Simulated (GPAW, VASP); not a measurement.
**TiTe and the Hubbard U on Ti d, program beside program**

```
Ti Te
1.0
     0.00000    3.05007    3.05007
     3.05007    0.00000    3.05007
     3.05007    3.05007    0.00000
Ti Te
1 1
Direct
  0.50000 0.50000 0.50000
  0.00000 0.00000 0.00000
```

The cell comes from a database or a generator and needn't be the stable form of this composition.

Kept alike: task single point; functional r2SCAN; k mesh 8 × 8 × 8; occupations fermi-dirac, width 0.05 eV; no spin polarisation. The mesh is that of the run's cell of 2 atoms. No spin-orbit coupling.

- A: GPAW, GPAW PAW data sets (gpaw-data 1.2.1), made for PBE, cutoff 600 eV
- B: VASP, PBE PAW files Te, Ti_sv, 520 eV, made for PBE

| Hubbard U on Ti d (eV) | A: pressure (GPa) | B: pressure (GPa) |
| --- | --- | --- |
| 2 | -10.86 | -10.42 |
| 3 | -10.50 | -9.91 |
| 4 | -10.19 | -9.48 |
| 5 | -9.89 | -9.08 |
| 6 | -9.62 | -8.71 |
| 8 | -9.13 | -7.99 |

U acts on projectors that differ between programs, so one value of U isn't one strength. Pressure is positive in compression; plane-wave values hold the error of the finite cutoff. Values on potentials made for another functional: all of A; all of B.

Task: How large is the effect of the Hubbard U on Ti d, and do the programs agree on it?

Result: From 2 to 8 eV the pressure moves by +1.73 in A, +2.43 in B (GPa). Row by row the programs differ by 0.44 to 1.14, and the shifts point the same way but differ by 29 % of the larger.
